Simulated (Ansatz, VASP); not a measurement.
**GaN in VASP and in Ansatz**

File INCAR:

```
PREC = Accurate
ENCUT = 520
EDIFF = 1E-6
ISMEAR = 0
SIGMA = 0.01
LREAL = F
LASPH = T
NELM = 100
ALGO = Normal
ISIF = 2
LWAVE = F
LCHARG = F
GGA = PE
NBANDS = 26
```

File KPOINTS:

```
Automatic mesh
0
Gamma
  6 6 4
```

The input POSCAR:

```
GaN
1.0
    3.3000346593      0.0000000000      0.0000000000
   -1.6500173297      2.8579138483      0.0000000000
    0.0000000000      0.0000000000      4.7558752947
Ga N
2 2
Direct
    0.3333333333      0.6666666667      0.2500000000
    0.6666666667      0.3333333333      0.7500000000
    0.6666666667      0.3333333333      0.2500000000
    0.3333333333      0.6666666667      0.7500000000
```

Input for Ansatz:

```yaml
crystal:
  lattice:
    - [3.3000346593, 0.0, 0.0]
    - [-1.6500173297, 2.8579138483, 0.0]
    - [0.0, 0.0, 4.7558752947]
  atoms:
    - { symbol: Ga, position: [0.3333333333, 0.6666666667, 0.25] }
    - { symbol: Ga, position: [0.6666666667, 0.3333333333, 0.75] }
    - { symbol: "N", position: [0.6666666667, 0.3333333333, 0.25] }
    - { symbol: "N", position: [0.3333333333, 0.6666666667, 0.75] }
kpoints:
  mp_grid: { grid: [6, 6, 4] }
hamiltonian:
  xc: pbe
scf:
  occupations: { method: fixed }
output:
  optics:
    e_range: [0, 13]
    de: 0.05
    sigma: 0.1
    bands: { spectra_wanted_up_to: 13 }
```

Alike in both runs: task single point; functional PBE; k mesh 6 × 6 × 4; no spin polarisation.

|  | VASP | Ansatz |
| --- | --- | --- |
| version | VASP 6.6.1 | Ansatz 0.2.0 |
| potentials or method | VASP PAW PBE potentials, release 64 (Ga_d, N) | plane waves, PAW |
| plane-wave cutoff (eV) | 520 | 420 |
| occupations | gaussian, width 0.01 eV | fixed |
| valence electrons in the cell | 36 | 36 |

```tsv
	VASP	Ansatz	Ansatz less VASP
gap on the k mesh at the Fermi level (eV)	1.46	1.46	-0.003
```
